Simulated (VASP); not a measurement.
# Ti2C (R-3m) in VASP: a series of runs, part 4 of 7

VASP 6.6.1. Earlier steps stand in the parts before.

**42. Equation of state, LDA, 12.80 Å³/atom**

Input file INCAR:

```
SYSTEM = Ti2C
  ADDGRID = .FALSE.
  ALGO = Normal
  EDIFF = 1E-6
  ENCUT = 460
  ISIF = 2
  ISMEAR = -1
  LASPH = .TRUE.
  LCHARG = .FALSE.
  LREAL = .FALSE.
  LWAVE = .FALSE.
  NELM = 100
  PREC = Accurate
  SIGMA = 0.1
```

Input file KPOINTS:

```
k-points
0
G
  9 9 9
  0 0 0
```

Input file POSCAR:

```
Ti2C
1.0
    1.5251345090      0.8805368193      4.7651425901
   -1.5251345090      0.8805368193      4.7651425901
    0.0000000000     -1.7610736387      4.7651425901
Ti C
2 1
Direct
    0.7545021700      0.7545021700      0.7545021700
    0.2454978300      0.2454978300      0.2454978300
    0.5000000000      0.5000000000      0.5000000000
```

Potentials or basis: VASP PAW LDA potentials, release 64 (Ti_sv, C).

Started as:

```bash
> cat potpaw_LDA.64/Ti_sv/POTCAR potpaw_LDA.64/C/POTCAR > POTCAR
> mpirun -np 1 vasp_std > vasp.out
```

Wall time 66 s (1 thread of Intel Xeon Platinum 8488C (Sapphire Rapids), shared host); peak memory 0.19 GiB.

These settings aren't checked as converged: the numbers below hold their error.

What came out:

| Item | Value |
| --- | --- |
| Free energy | -29.3603 eV |
| Pressure | -3.4 GPa |
| Largest force | 0.018 eV/Å |
| Band gap on the k mesh | none (metal or under the smearing width) |

Caveat: the cutoff is under 1.25 times the usual one of these potentials, so pressure, stress and relaxed cells hold a basis-set (Pulay) error.

**43. Equation of state, LDA, 13.59 Å³/atom**

INCAR is that of step 42.

KPOINTS is that of step 42.

Input file POSCAR:

```
Ti2C
1.0
    1.5559536106      0.8983302359      4.8614340401
   -1.5559536106      0.8983302359      4.8614340401
    0.0000000000     -1.7966604718      4.8614340401
Ti C
2 1
Direct
    0.7545021700      0.7545021700      0.7545021700
    0.2454978300      0.2454978300      0.2454978300
    0.5000000000      0.5000000000      0.5000000000
```

Started as:

```bash
> cat potpaw_LDA.64/Ti_sv/POTCAR potpaw_LDA.64/C/POTCAR > POTCAR
> mpirun -np 1 vasp_std > vasp.out
```

It took 68 s on 1 thread of Intel Xeon Platinum 8488C (Sapphire Rapids), shared host; peak memory 0.2 GiB.

These settings aren't checked as converged: the numbers below hold their error.

Results:

```
Free energy            : -29.2355 eV
Pressure               : -13.6 GPa
Largest force          : 0.613 eV/Å
Band gap on the k mesh : none (metal or under the smearing width)
```

Caveat: the cutoff is under 1.25 times the usual one of these potentials, so pressure, stress and relaxed cells hold a basis-set (Pulay) error.

**44. Equation of state, LDA, 12.80 Å³/atom**

INCAR, as its differences from that of step 43:

```diff
@@ -13,2 +13,2 @@
   PREC = Accurate
-  SIGMA = 0.1
+  SIGMA = 0.05
```

KPOINTS is that of step 43.

Input file POSCAR:

```
Ti2C
1.0
    1.5251345090      0.8805368193      4.7651425901
   -1.5251345090      0.8805368193      4.7651425901
    0.0000000000     -1.7610736387      4.7651425901
Ti C
2 1
Direct
    0.7545021700      0.7545021700      0.7545021700
    0.2454978300      0.2454978300      0.2454978300
    0.5000000000      0.5000000000      0.5000000000
```

Started as:

```bash
> cat potpaw_LDA.64/Ti_sv/POTCAR potpaw_LDA.64/C/POTCAR > POTCAR
> mpirun -np 1 vasp_std > vasp.out
```

Run time: 66 s. Hardware: 1 thread of Intel Xeon Platinum 8488C (Sapphire Rapids), shared host; peak memory 0.19 GiB.

These settings aren't checked as converged: the numbers below hold their error.

Results:

| Item | Value |
| --- | --- |
| Free energy | -29.3379 eV |
| Pressure | -3.6 GPa |
| Largest force | 0.015 eV/Å |
| Band gap on the k mesh | none (metal or under the smearing width) |

Caveat: the cutoff is under 1.25 times the usual one of these potentials, so pressure, stress and relaxed cells hold a basis-set (Pulay) error.

**45. Equation of state, LDA, 13.59 Å³/atom**

INCAR is that of step 44.

KPOINTS is that of step 44.

Input file POSCAR:

```
Ti2C
1.0
    1.5559536106      0.8983302359      4.8614340401
   -1.5559536106      0.8983302359      4.8614340401
    0.0000000000     -1.7966604718      4.8614340401
Ti C
2 1
Direct
    0.7545021700      0.7545021700      0.7545021700
    0.2454978300      0.2454978300      0.2454978300
    0.5000000000      0.5000000000      0.5000000000
```

Potentials or basis: VASP PAW LDA potentials, release 64 (Ti_sv, C).

Started as:

```bash
> cat potpaw_LDA.64/Ti_sv/POTCAR potpaw_LDA.64/C/POTCAR > POTCAR
> mpirun -np 1 vasp_std > vasp.out
```

It took 64 s on 1 thread of Intel Xeon Platinum 8488C (Sapphire Rapids), shared host; peak memory 0.2 GiB.

The run converged, but some of its settings lie outside the range that counts as converged, so its numbers aren't taken as properties of the crystal.

Results:

- Free energy: -29.2106 eV
- Pressure: -13.7 GPa
- Largest force: 0.620 eV/Å
- Band gap on the k mesh: none (metal or under the smearing width)

Caveat: the cutoff is under 1.25 times the usual one of these potentials, so pressure, stress and relaxed cells hold a basis-set (Pulay) error.

**46. Equation of state, LDA, 12.80 Å³/atom**

INCAR, as its differences from that of step 45:

```diff
@@ -13,2 +13,2 @@
   PREC = Accurate
-  SIGMA = 0.05
+  SIGMA = 0.02
```

KPOINTS is that of step 45.

Input file POSCAR:

```
Ti2C
1.0
    1.5251345090      0.8805368193      4.7651425901
   -1.5251345090      0.8805368193      4.7651425901
    0.0000000000     -1.7610736387      4.7651425901
Ti C
2 1
Direct
    0.7545021700      0.7545021700      0.7545021700
    0.2454978300      0.2454978300      0.2454978300
    0.5000000000      0.5000000000      0.5000000000
```

Started as:

```bash
> cat potpaw_LDA.64/Ti_sv/POTCAR potpaw_LDA.64/C/POTCAR > POTCAR
> mpirun -np 1 vasp_std > vasp.out
```

Run time: 63 s. Hardware: 1 thread of Intel Xeon Platinum 8488C (Sapphire Rapids), shared host; peak memory 0.19 GiB.

The run converged, but some of its settings lie outside the range that counts as converged, so its numbers aren't taken as properties of the crystal.

Results:

| Property | Result |
| --- | --- |
| Free energy | -29.3316 eV |
| Pressure | -3.7 GPa |
| Largest force | 0.012 eV/Å |
| Band gap on the k mesh | none (metal or under the smearing width) |

Caveat: the cutoff is under 1.25 times the usual one of these potentials, so pressure, stress and relaxed cells hold a basis-set (Pulay) error.

**47. Equation of state, LDA, 13.59 Å³/atom**

INCAR is that of step 46.

KPOINTS is that of step 46.

Input file POSCAR:

```
Ti2C
1.0
    1.5559536106      0.8983302359      4.8614340401
   -1.5559536106      0.8983302359      4.8614340401
    0.0000000000     -1.7966604718      4.8614340401
Ti C
2 1
Direct
    0.7545021700      0.7545021700      0.7545021700
    0.2454978300      0.2454978300      0.2454978300
    0.5000000000      0.5000000000      0.5000000000
```

Started as:

```bash
> cat potpaw_LDA.64/Ti_sv/POTCAR potpaw_LDA.64/C/POTCAR > POTCAR
> mpirun -np 1 vasp_std > vasp.out
```

Run time: 63 s. Hardware: 1 thread of Intel Xeon Platinum 8488C (Sapphire Rapids), shared host; peak memory 0.19 GiB.

The run converged, but some of its settings lie outside the range that counts as converged, so its numbers aren't taken as properties of the crystal.

Results:

```yaml
Free_energy: -29.2033 eV
Pressure: -13.8 GPa
Largest_force: 0.623 eV/Å
Band_gap_on_the_k_mesh: none (metal or under the smearing width)
```

Caveat: the cutoff is under 1.25 times the usual one of these potentials, so pressure, stress and relaxed cells hold a basis-set (Pulay) error.

**48. Equation of state, LDA, 12.80 Å³/atom**

INCAR, as its differences from that of step 47:

```diff
@@ -12,3 +12,3 @@
   NELM = 100
-  PREC = Accurate
-  SIGMA = 0.02
+  PREC = Low
+  SIGMA = 0.15
```

KPOINTS is that of step 47.

Input file POSCAR:

```
Ti2C
1.0
    1.5251345090      0.8805368193      4.7651425901
   -1.5251345090      0.8805368193      4.7651425901
    0.0000000000     -1.7610736387      4.7651425901
Ti C
2 1
Direct
    0.7545021700      0.7545021700      0.7545021700
    0.2454978300      0.2454978300      0.2454978300
    0.5000000000      0.5000000000      0.5000000000
```

Potentials or basis: VASP PAW LDA potentials, release 64 (Ti_sv, C).

Started as:

```bash
> cat potpaw_LDA.64/Ti_sv/POTCAR potpaw_LDA.64/C/POTCAR > POTCAR
> mpirun -np 1 vasp_std > vasp.out
```

Run time: 32 s. Hardware: 1 thread of Intel Xeon Platinum 8488C (Sapphire Rapids), shared host; peak memory 0.15 GiB.

These settings aren't checked as converged: the numbers below hold their error.

Results:

```
Free energy            : -29.3986 eV
Pressure               : -3.1 GPa
Largest force          : 0.024 eV/Å
Band gap on the k mesh : none (metal or under the smearing width)
```

Caveat: the cutoff is under 1.25 times the usual one of these potentials, so pressure, stress and relaxed cells hold a basis-set (Pulay) error.

**49. Equation of state, LDA, 13.59 Å³/atom**

INCAR is that of step 48.

KPOINTS is that of step 48.

Input file POSCAR:

```
Ti2C
1.0
    1.5559536106      0.8983302359      4.8614340401
   -1.5559536106      0.8983302359      4.8614340401
    0.0000000000     -1.7966604718      4.8614340401
Ti C
2 1
Direct
    0.7545021700      0.7545021700      0.7545021700
    0.2454978300      0.2454978300      0.2454978300
    0.5000000000      0.5000000000      0.5000000000
```

Started as:

```bash
> cat potpaw_LDA.64/Ti_sv/POTCAR potpaw_LDA.64/C/POTCAR > POTCAR
> mpirun -np 1 vasp_std > vasp.out
```

It took 33 s on 1 thread of Intel Xeon Platinum 8488C (Sapphire Rapids), shared host; peak memory 0.15 GiB.

The run converged, but some of its settings lie outside the range that counts as converged, so its numbers aren't taken as properties of the crystal.

Results:

```yaml
Free_energy: -29.2778 eV
Pressure: -13.3 GPa
Largest_force: 0.604 eV/Å
Band_gap_on_the_k_mesh: none (metal or under the smearing width)
```

Caveat: the cutoff is under 1.25 times the usual one of these potentials, so pressure, stress and relaxed cells hold a basis-set (Pulay) error.

**50. Equation of state, LDA, 12.80 Å³/atom**

INCAR, as its differences from that of step 49:

```diff
@@ -12,3 +12,3 @@
   NELM = 100
-  PREC = Low
+  PREC = Normal
   SIGMA = 0.15
```

KPOINTS is that of step 49.

Input file POSCAR:

```
Ti2C
1.0
    1.5251345090      0.8805368193      4.7651425901
   -1.5251345090      0.8805368193      4.7651425901
    0.0000000000     -1.7610736387      4.7651425901
Ti C
2 1
Direct
    0.7545021700      0.7545021700      0.7545021700
    0.2454978300      0.2454978300      0.2454978300
    0.5000000000      0.5000000000      0.5000000000
```

Started as:

```bash
> cat potpaw_LDA.64/Ti_sv/POTCAR potpaw_LDA.64/C/POTCAR > POTCAR
> mpirun -np 1 vasp_std > vasp.out
```

Run time: 35 s. Hardware: 1 thread of Intel Xeon Platinum 8488C (Sapphire Rapids), shared host; peak memory 0.17 GiB.

The run converged, but some of its settings lie outside the range that counts as converged, so its numbers aren't taken as properties of the crystal.

Results:

| Item | Value |
| --- | --- |
| Free energy | -29.3984 eV |
| Pressure | -3.2 GPa |
| Largest force | 0.025 eV/Å |
| Band gap on the k mesh | none (metal or under the smearing width) |

Caveat: the cutoff is under 1.25 times the usual one of these potentials, so pressure, stress and relaxed cells hold a basis-set (Pulay) error.

**51. Equation of state, LDA, 13.59 Å³/atom**

INCAR is that of step 50.

KPOINTS is that of step 50.

Input file POSCAR:

```
Ti2C
1.0
    1.5559536106      0.8983302359      4.8614340401
   -1.5559536106      0.8983302359      4.8614340401
    0.0000000000     -1.7966604718      4.8614340401
Ti C
2 1
Direct
    0.7545021700      0.7545021700      0.7545021700
    0.2454978300      0.2454978300      0.2454978300
    0.5000000000      0.5000000000      0.5000000000
```

Potentials or basis: VASP PAW LDA potentials, release 64 (Ti_sv, C).

Started as:

```bash
> cat potpaw_LDA.64/Ti_sv/POTCAR potpaw_LDA.64/C/POTCAR > POTCAR
> mpirun -np 1 vasp_std > vasp.out
```

It took 34 s on 1 thread of Intel Xeon Platinum 8488C (Sapphire Rapids), shared host; peak memory 0.17 GiB.

These settings aren't checked as converged: the numbers below hold their error.

What came out:

- Free energy: -29.2774 eV
- Pressure: -13.3 GPa
- Largest force: 0.601 eV/Å
- Band gap on the k mesh: none (metal or under the smearing width)

Caveat: the cutoff is under 1.25 times the usual one of these potentials, so pressure, stress and relaxed cells hold a basis-set (Pulay) error.

**52. Equation of state, LDA, 12.80 Å³/atom**

INCAR, as its differences from that of step 51:

```diff
@@ -9,6 +9,6 @@
   LCHARG = .FALSE.
-  LREAL = .FALSE.
+  LREAL = Auto
   LWAVE = .FALSE.
   NELM = 100
-  PREC = Normal
+  PREC = Accurate
   SIGMA = 0.15
```

KPOINTS is that of step 51.

Input file POSCAR:

```
Ti2C
1.0
    1.5251345090      0.8805368193      4.7651425901
   -1.5251345090      0.8805368193      4.7651425901
    0.0000000000     -1.7610736387      4.7651425901
Ti C
2 1
Direct
    0.7545021700      0.7545021700      0.7545021700
    0.2454978300      0.2454978300      0.2454978300
    0.5000000000      0.5000000000      0.5000000000
```

Started as:

```bash
> cat potpaw_LDA.64/Ti_sv/POTCAR potpaw_LDA.64/C/POTCAR > POTCAR
> mpirun -np 1 vasp_std > vasp.out
```

Run time: 2.9 min. Hardware: 1 thread of Intel Xeon Platinum 8488C (Sapphire Rapids), shared host; peak memory 0.18 GiB.

The run converged, but some of its settings lie outside the range that counts as converged, so its numbers aren't taken as properties of the crystal.

Results:

```yaml
Free_energy: -29.3984 eV
Pressure: -3.2 GPa
Largest_force: 0.024 eV/Å
Band_gap_on_the_k_mesh: none (metal or under the smearing width)
```

Caveat: the cutoff is under 1.25 times the usual one of these potentials, so pressure, stress and relaxed cells hold a basis-set (Pulay) error.

**53. Equation of state, LDA, 13.59 Å³/atom**

INCAR is that of step 52.

KPOINTS is that of step 52.

Input file POSCAR:

```
Ti2C
1.0
    1.5559536106      0.8983302359      4.8614340401
   -1.5559536106      0.8983302359      4.8614340401
    0.0000000000     -1.7966604718      4.8614340401
Ti C
2 1
Direct
    0.7545021700      0.7545021700      0.7545021700
    0.2454978300      0.2454978300      0.2454978300
    0.5000000000      0.5000000000      0.5000000000
```

Started as:

```bash
> cat potpaw_LDA.64/Ti_sv/POTCAR potpaw_LDA.64/C/POTCAR > POTCAR
> mpirun -np 1 vasp_std > vasp.out
```

It took 2.7 min on 1 thread of Intel Xeon Platinum 8488C (Sapphire Rapids), shared host; peak memory 0.18 GiB.

The run converged, but some of its settings lie outside the range that counts as converged, so its numbers aren't taken as properties of the crystal.

Results:

| Quantity | Value |
| --- | --- |
| Free energy | -29.2774 eV |
| Pressure | -13.3 GPa |
| Largest force | 0.599 eV/Å |
| Band gap on the k mesh | none (metal or under the smearing width) |

Caveat: the cutoff is under 1.25 times the usual one of these potentials, so pressure, stress and relaxed cells hold a basis-set (Pulay) error.

**54. Equation of state, LDA, 12.80 Å³/atom**

INCAR, as its differences from that of step 53:

```diff
@@ -3,3 +3,3 @@
   ALGO = Normal
-  EDIFF = 1E-6
+  EDIFF = 0.01
   ENCUT = 460
@@ -9,3 +9,3 @@
   LCHARG = .FALSE.
-  LREAL = Auto
+  LREAL = .FALSE.
   LWAVE = .FALSE.
```

KPOINTS is that of step 53.

Input file POSCAR:

```
Ti2C
1.0
    1.5251345090      0.8805368193      4.7651425901
   -1.5251345090      0.8805368193      4.7651425901
    0.0000000000     -1.7610736387      4.7651425901
Ti C
2 1
Direct
    0.7545021700      0.7545021700      0.7545021700
    0.2454978300      0.2454978300      0.2454978300
    0.5000000000      0.5000000000      0.5000000000
```

Potentials or basis: VASP PAW LDA potentials, release 64 (Ti_sv, C).

Started as:

```bash
> cat potpaw_LDA.64/Ti_sv/POTCAR potpaw_LDA.64/C/POTCAR > POTCAR
> mpirun -np 1 vasp_std > vasp.out
```

Wall time 42 s (1 thread of Intel Xeon Platinum 8488C (Sapphire Rapids), shared host); peak memory 0.19 GiB.

These settings aren't checked as converged: the numbers below hold their error.

What came out:

```
Free energy            : -29.3970 eV
Pressure               : -4.9 GPa
Largest force          : 0.097 eV/Å
Band gap on the k mesh : none (metal or under the smearing width)
```

Caveat: the cutoff is under 1.25 times the usual one of these potentials, so pressure, stress and relaxed cells hold a basis-set (Pulay) error.

**55. Equation of state, LDA, 13.59 Å³/atom**

INCAR is that of step 54.

KPOINTS is that of step 54.

Input file POSCAR:

```
Ti2C
1.0
    1.5559536106      0.8983302359      4.8614340401
   -1.5559536106      0.8983302359      4.8614340401
    0.0000000000     -1.7966604718      4.8614340401
Ti C
2 1
Direct
    0.7545021700      0.7545021700      0.7545021700
    0.2454978300      0.2454978300      0.2454978300
    0.5000000000      0.5000000000      0.5000000000
```

Started as:

```bash
> cat potpaw_LDA.64/Ti_sv/POTCAR potpaw_LDA.64/C/POTCAR > POTCAR
> mpirun -np 1 vasp_std > vasp.out
```

Wall time 45 s (1 thread of Intel Xeon Platinum 8488C (Sapphire Rapids), shared host); peak memory 0.2 GiB.

These settings aren't checked as converged: the numbers below hold their error.

Results:

```yaml
Free_energy: -29.2759 eV
Pressure: -15.3 GPa
Largest_force: 0.595 eV/Å
Band_gap_on_the_k_mesh: none (metal or under the smearing width)
```

Caveat: the cutoff is under 1.25 times the usual one of these potentials, so pressure, stress and relaxed cells hold a basis-set (Pulay) error.

**56. Equation of state, LDA, 12.80 Å³/atom**

INCAR, as its differences from that of step 55:

```diff
@@ -3,3 +3,3 @@
   ALGO = Normal
-  EDIFF = 0.01
+  EDIFF = 0.001
   ENCUT = 460
```

KPOINTS is that of step 55.

Input file POSCAR:

```
Ti2C
1.0
    1.5251345090      0.8805368193      4.7651425901
   -1.5251345090      0.8805368193      4.7651425901
    0.0000000000     -1.7610736387      4.7651425901
Ti C
2 1
Direct
    0.7545021700      0.7545021700      0.7545021700
    0.2454978300      0.2454978300      0.2454978300
    0.5000000000      0.5000000000      0.5000000000
```

Started as:

```bash
> cat potpaw_LDA.64/Ti_sv/POTCAR potpaw_LDA.64/C/POTCAR > POTCAR
> mpirun -np 1 vasp_std > vasp.out
```

Wall time 53 s (1 thread of Intel Xeon Platinum 8488C (Sapphire Rapids), shared host); peak memory 0.19 GiB.

The run converged, but some of its settings lie outside the range that counts as converged, so its numbers aren't taken as properties of the crystal.

What came out:

```
Free energy            : -29.3983 eV
Pressure               : -3.6 GPa
Largest force          : 0.032 eV/Å
Band gap on the k mesh : none (metal or under the smearing width)
```

Caveat: the cutoff is under 1.25 times the usual one of these potentials, so pressure, stress and relaxed cells hold a basis-set (Pulay) error.

(Part 4 of 7 ends here.)
